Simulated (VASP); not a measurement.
# Si (P6/mmm) in VASP: a series of runs, part 2 of 2

VASP 6.6.1. Earlier steps stand in the parts before.

**4. Relaxation of cell and atoms, r2SCAN**

INCAR

```
SYSTEM = Si
PREC = Accurate
ENCUT = 600
EDIFF = 1E-6
ISMEAR = 0
SIGMA = 0.05
LREAL = .FALSE.
LASPH = .TRUE.
NELM = 60
ALGO = Normal
ISIF = 3
LWAVE = .FALSE.
LCHARG = .FALSE.
METAGGA = R2SCAN
LMIXTAU = .TRUE.
IBRION = 2
NSW = 60
EDIFFG = -0.02
```

KPOINTS

```
Automatic mesh
0
G
  8 8 10
  0 0 0
```

POSCAR

```
Si
1.0
    4.1209500000      0.0000000000      0.0000000000
   -2.0604700000      3.5688500000      0.0000000000
    0.0000000000      0.0000000000      2.6547900000
Si
2
Direct
    0.3333300000      0.6666700000      0.5000000000
    0.6666700000      0.3333300000      0.5000000000
```

The run is started by

```console
cat potpaw_PBE.64/Si/POTCAR > POTCAR
mpirun -np 1 vasp_std > vasp.out
```

Run time: 4.8 min. Hardware: 1 thread of AMD EPYC 9R45 (Zen 5), shared host; peak memory 0.17 GiB.

Results (log left out):

* Free energy: -16.5975 eV
* Relaxed volume: 19.26 Å³/atom
* Relaxed cell: a = 4.099 Å, b = 4.099 Å, c = 2.647 Å, α = 90.00°, β = 90.00°, γ = 120.00°
* Space group after relaxing (to 0.05 Å): P6/mmm (No. 191)
* Energy gained by relaxing: 1.0 meV/atom
* Ionic steps: 3
* Pressure after relaxing: 0.0 GPa
* Band gap on the k mesh: none (metal or under the smearing width)

Stress tensor (GPa, compression positive):
```
 0.05  0.00  0.00
 0.00  0.05  0.00
 0.00  0.00 -0.16
```

Step by step:
| step | energy change (eV) | largest force (eV/Å) | pressure (GPa) | volume (Å³) |
| --- | --- | --- | --- | --- |
| 1 | 0.0000 | 0.0004 | -1.19 | 39.04 |
| 2 | -0.0015 | 0.0004 | 0.63 | 38.23 |
| 3 | -0.0021 | 0.0001 | -0.02 | 38.51 |

Final structure:
```yaml
crystal:
  lattice:
    - [4.09906, 0.00004, 0.00000]
    - [-2.04949, 3.54991, 0.00000]
    - [0.00000, 0.00000, 2.64679]
  atoms:
    - { symbol: Si, position: [0.33333, 0.66667, 0.50000] }
    - { symbol: Si, position: [0.66667, 0.33333, 0.50000] }
```

Levels at points of the mesh, in eV from the Fermi level:
| k point | band 1 | band 2 | band 3 | band 4 | band 5 | band 6 | band 7 | band 8 |
| --- | --- | --- | --- | --- | --- | --- | --- | --- |
| (0.00, 0.00, 0.00) | -13.15 | -3.17 | -3.17 | -2.72 | 1.29 | 1.29 | 5.87 | 6.77 |
| (0.50, 0.00, 0.00) | -11.19 | -9.38 | -4.43 | -1.33 | 6.57 | 7.45 | 7.67 | 8.33 |
| (0.50, 0.50, 0.00) | -11.19 | -9.38 | -4.43 | -1.33 | 6.57 | 7.45 | 7.67 | 8.34 |
| (0.00, 0.00, 0.50) | -8.94 | -6.39 | -0.29 | -0.29 | 1.28 | 3.87 | 4.49 | 4.49 |
| (0.50, 0.00, 0.50) | -6.96 | -5.31 | -4.64 | -2.85 | -1.40 | 3.16 | 4.08 | 5.40 |
| (0.50, 0.50, 0.50) | -6.96 | -5.31 | -4.64 | -2.85 | -1.40 | 3.16 | 4.08 | 5.40 |

Caveat: the PAW data sets were made with another functional, which shifts forces and pressure a little.

**5. Relaxation of cell and atoms, optPBE-vdW**

INCAR

```
AGGAC = 0.0
ALGO = Normal
EDIFF = 1E-6
EDIFFG = -0.01
ENCUT = 600
GGA = OR
IBRION = 2
ISIF = 3
ISMEAR = -1
LASPH = T
LCHARG = F
LREAL = F
LUSE_VDW = T
LWAVE = F
NELM = 60
NSW = 40
PREC = Accurate
SIGMA = 0.05
```

KPOINTS

```
k-points
0
Gamma
  8 8 10
```

POSCAR is that of step 4.

The run is started by

```console
cat potpaw_PBE.64/Si/POTCAR > POTCAR
mpirun -np 1 vasp_std > vasp.out
```

Wall time 4 min (1 thread of AMD EPYC, shared host); peak memory 0.37 GiB.

It converged, with:

| Property | Result |
| --- | --- |
| Free energy | -7.2524 eV |
| Relaxed volume | 19.85 Å³/atom |
| Relaxed cell | a = 4.142 Å, b = 4.142 Å, c = 2.673 Å, α = 90.00°, β = 90.00°, γ = 120.00° |
| Space group after relaxing (to 0.05 Å) | P6/mmm (No. 191) |
| Energy gained by relaxing | 1.4 meV/atom |
| Ionic steps | 3 |
| Pressure after relaxing | 0.0 GPa |
| Band gap on the k mesh | none (metal or under the smearing width) |

Stress tensor (GPa, compression positive):
```
-0.05  0.00  0.00
 0.00 -0.05  0.00
 0.00  0.00  0.08
```

Step by step:
```csv
step,energy change (eV),largest force (eV/Å),pressure (GPa),volume (Å³)
1,0.0000,0.0005,1.34,39.04
2,-0.0023,0.0004,-0.52,39.97
3,-0.0028,0.0001,-0.01,39.70
```

Final structure:
```
Si
1.0
     4.14152    0.00004    0.00000
    -2.07072    3.58668    0.00000
     0.00000    0.00000    2.67277
Si
2
Direct
  0.33333 0.66667 0.50000
  0.66667 0.33333 0.50000
```

Levels at points of the mesh, in eV from the Fermi level:
| k point | band 2 | band 3 | band 4 | band 5 | band 6 | band 7 |
| --- | --- | --- | --- | --- | --- | --- |
| (0.00, 0.00, 0.00) | -2.84 | -2.84 | -2.82 | 1.31 | 1.31 | 5.61 |
| (0.50, 0.00, 0.00) | -8.72 | -3.99 | -1.25 | 6.06 | 6.99 | 7.08 |
| (0.50, 0.50, 0.00) | -8.72 | -3.99 | -1.25 | 6.06 | 6.99 | 7.08 |
| (0.00, 0.00, 0.50) | -5.75 | -0.27 | -0.27 | 1.15 | 2.87 | 4.24 |
| (0.50, 0.00, 0.50) | -5.05 | -4.14 | -2.51 | -1.27 | 2.80 | 4.06 |
| (0.50, 0.50, 0.50) | -5.05 | -4.14 | -2.51 | -1.27 | 2.80 | 4.06 |

Caveat: the PAW data sets were made with another functional, which shifts forces and pressure a little.

**6. Relaxation of cell and atoms, BEEF-vdW**

INCAR

```
SYSTEM = Si
  PREC = Accurate
  ENCUT = 600
  EDIFF = 1E-7
  ISMEAR = -1
  SIGMA = 0.05
  LREAL = .False.
  LASPH = .True.
  NELM = 100
  ALGO = Normal
  ISIF = 3
  LWAVE = .False.
  LCHARG = .False.
  GGA = BF
  LUSE_VDW = .True.
  ZAB_VDW = -1.8867
  IBRION = 2
  NSW = 40
  EDIFFG = -0.01
```

KPOINTS

```
Automatic mesh
0
Gamma
  8 8 10
  0 0 0
```

POSCAR is that of step 5.

Potentials or basis: VASP PAW PBE potentials, release 64 (Si).

The run is started by

```console
cat potpaw_PBE.64/Si/POTCAR > POTCAR
mpirun -np 1 vasp_std > vasp.out
```

OUTCAR:

```text
SYSTEM = Si
   PREC = Accurate
   ENCUT = 600
   EDIFF = 1E-7
   ISMEAR = -1
   LREAL = .False.
   LASPH = .True.
   NELM = 100
   ISIF = 3
   GGA = BF
   IBRION = 2
   NSW = 40
   EDIFFG = -0.01

 ion  position               nearest neighbor table
   1  0.333  0.667  0.500-   2 2.38   2 2.38   2 2.38
   2  0.667  0.333  0.500-   1 2.38   1 2.38   1 2.38

  LATTYP: Found a hexagonal cell.
 ALAT       =     4.1209500000
 C/A-ratio  =     0.6442179595

  Lattice vectors:

 A1 = (   4.1209500000,   0.0000000000,   0.0000000000)
 A2 = (  -2.0604700000,   3.5688500000,   0.0000000000)
 A3 = (   0.0000000000,   0.0000000000,   2.6547900000)

Analysis of symmetry for initial positions (statically):
=====================================================================
 Subroutine PRICEL returns:
[... 262 lines left out ...]
 E-fermi :   6.0884     XC(G=0):  -9.7364

 val. band max:        6.0606211787   @ k =   0.2500   0.1250   0.0000
 cond. band min:       6.2254251894   @ k =  -0.3750   0.2500   0.1000
 fundamental gap:      0.1648040108
 Fermi energy:         6.0884438631

 k-point     1 :       0.0000    0.0000    0.0000
  band No.  band energies     occupation
      1      -6.2982      2.00000
      2       3.1382      2.00000
      3       3.1383      2.00000
      4       3.3327      2.00000
      5       7.3576      0.00000
      6       7.3577      0.00000
      7      11.7493      0.00000
      8      12.5184      0.00000
[... 243 lines left out ...]
 k-point    24 :      -0.1250    0.1250    0.1000
  band No.  band energies     occupation
      1      -5.9442      2.00000
      2       1.5280      2.00000
      3       3.0654      2.00000
      4       5.0570      2.00000
      5       7.5108      0.00000
      6       8.1042      0.00000
      7       9.8298      0.00000
      8      13.3968      0.00000

 [... further k-points ...]

------------------------ aborting loop because EDIFF is reached ----------------------------------------

  FORCE on cell =-STRESS in cart. coord.  units (eV):
  Direction    XX          YY          ZZ          XY          YZ          ZX
  --------------------------------------------------------------------------------------
  -------------------------------------------------------------------------------------
  Total        0.0075266      0.0076967     -0.0028109      0.0001473      0.0000000      0.0000000
  in kB        0.3110430      0.3180699     -0.1161632      0.0060856      0.0000000      0.0000000
  external PRESSURE =       0.1709832 kB  Pullay stress =       0.0000000 kB
[... 21 lines left out ...]
  energy  without entropy=       -7.5967755723  energy(sigma->0) =       -7.59985948

Total vdW correction in eV:      1.0400862

 reached required accuracy - stopping structural energy minimisation
```

OSZICAR:

```text
N       E                     dE             d eps       ncg     rms          rms(c)
DAV:   1     0.131338359635E+02    0.13134E+02   -0.37073E+03  2024   0.908E+02
DAV:   2    -0.732017887874E+01   -0.20454E+02   -0.19800E+02  3040   0.880E+01
DAV:   3    -0.764428759680E+01   -0.32411E+00   -0.32242E+00  2624   0.133E+01
[... 23 lines left out ...]
       N       E                     dE             d eps       ncg     rms          rms(c)
DAV:   1    -0.760298434494E+01   -0.12343E-03   -0.17685E-03  2512   0.246E-01    0.398E-02
DAV:   2    -0.760296033855E+01    0.24006E-04   -0.21656E-05  2448   0.364E-02    0.239E-02
DAV:   3    -0.760294343561E+01    0.16903E-04   -0.25423E-05  2136   0.291E-02    0.100E-02
DAV:   4    -0.760294339618E+01    0.39434E-07   -0.34685E-07  2896   0.565E-03
   3 F= -.76029434E+01 E0= -.75998595E+01  d E =-.509138E-03
```

Wall time 4.8 min (1 thread of AMD EPYC, shared host); peak memory 0.37 GiB.

What came out:

```yaml
Free_energy: -7.6029 eV
Relaxed_volume: 19.38 Å³/atom
Relaxed_cell: a = 4.113 Å, b = 4.113 Å, c = 2.647 Å, α = 90.00°, β = 90.00°, γ = 120.00°
Space_group_after_relaxing_to_0.05_Å: P6/mmm (No. 191)
Energy_gained_by_relaxing: 0.3 meV/atom
Ionic_steps: 3
Pressure_after_relaxing: 0.0 GPa
Band_gap_on_the_k_mesh: none (metal or under the smearing width)
```

The path:
| step | energy change (eV) | largest force (eV/Å) | pressure (GPa) | volume (Å³) |
| --- | --- | --- | --- | --- |
| 1 | 0.0000 | 0.0005 | -0.56 | 39.04 |
| 2 | -0.0004 | 0.0004 | 0.25 | 38.66 |
| 3 | -0.0005 | 0.0001 | 0.02 | 38.77 |

Final structure:
```yaml
crystal:
  lattice:
    - [4.11268, 0.00004, 0.00000]
    - [-2.05631, 3.56171, 0.00000]
    - [0.00000, 0.00000, 2.64670]
  atoms:
    - { symbol: Si, position: [0.33333, 0.66667, 0.50000] }
    - { symbol: Si, position: [0.66667, 0.33333, 0.50000] }
```

Levels at points of the mesh, in eV from the Fermi level:
| k point | band 2 | band 3 | band 4 | band 5 | band 6 | band 7 |
| --- | --- | --- | --- | --- | --- | --- |
| (0.00, 0.00, 0.00) | -2.95 | -2.95 | -2.76 | 1.27 | 1.27 | 5.66 |
| (0.50, 0.00, 0.00) | -8.85 | -4.12 | -1.27 | 6.14 | 7.06 | 7.17 |
| (0.50, 0.50, 0.00) | -8.85 | -4.12 | -1.27 | 6.14 | 7.06 | 7.17 |
| (0.00, 0.00, 0.50) | -5.92 | -0.26 | -0.26 | 1.17 | 3.28 | 4.29 |
| (0.50, 0.00, 0.50) | -5.04 | -4.29 | -2.62 | -1.28 | 2.94 | 3.94 |
| (0.50, 0.50, 0.50) | -5.04 | -4.29 | -2.62 | -1.28 | 2.94 | 3.94 |

Caveat: the PAW data sets were made with another functional, which shifts forces and pressure a little.

**7. Overview**

| level | k mesh | smearing | grid for exact exchange (PRECFOCK) | mesh quality | gap on the mesh (eV) | pressure (GPa) | relaxed volume (Å³/atom) |
| --- | --- | --- | --- | --- | --- | --- | --- |
| PBEsol+D3(BJ) | 8 × 8 × 10 | fermi-dirac 0.05 eV | - | not flagged | none | 0.0 | 18.59 |
| HSEsol | 4 × 4 × 5 | fermi-dirac 0.05 eV | Normal | coarse | none | 0.0 | 18.62 |
| r2SCAN | 8 × 8 × 10 | gaussian 0.05 eV | - | not flagged | none | 0.0 | 19.26 |
| optPBE-vdW | 8 × 8 × 10 | fermi-dirac 0.05 eV | - | not flagged | none | 0.0 | 19.85 |
| BEEF-vdW | 8 × 8 × 10 | fermi-dirac 0.05 eV | - | not flagged | none | 0.0 | 19.38 |

Alike in all rows: task relaxation of cell and atoms; potentials or basis VASP PAW PBE potentials, release 64 (Si); no spin polarisation; cell relaxed; cutoff (eV) 600.

Caveats: some runs use coarse meshes; the PAW data sets were made with another functional, which shifts forces and pressure a little; pairwise dispersion overbinds metals, which lowers pressure and volume (some runs).

Absolute energies hang on the potentials; compare differences alone.
